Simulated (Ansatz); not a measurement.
Wires are cut from relaxed bulk GaSb (F-43m, 29.99 Å³/atom, gap on the mesh 0.00 eV); atoms and period are relaxed, and energies count from that bulk. Caps count from half an H2 molecule.

Method: DFT PBE, scalar-relativistic, plane waves, PAW (Ansatz 0.2.0).

Cutoff 420 eV, Gaussian smearing of 0.05 eV, energies at zero smearing, symmetry of each start kept, no spin polarisation.

```csv
start,atoms,k mesh,excess energy (eV per host atom),line energy (eV/Å),period (Å),gap on the mesh (eV),highest filled level or Fermi level under vacuum (eV)
"[001] wire, 6 host atoms a period with H caps",16,1×1×9,0.634,0.609,6.244,3.70,6.11
"[001] wire, 8 host atoms a period with H caps",20,1×1×9,0.586,0.741,6.331,3.27,6.07
"[001] wire, 12 host atoms a period with H caps",28,1×1×9,0.523,0.968,6.486,2.75,-
```

A dash: not computed, or not clear enough to read.

Spin-orbit coupling is left out, which matters for the bands of heavy elements. The gap is read on a mesh, which can miss the band edges, so it can be too wide.

Each run keeps its start's symmetry and one magnetic start, so lower states can exist.

Cost: 3 runs of about 38 core-minutes in all, on Intel Xeon 6975P-C (Granite Rapids) (shared hosts).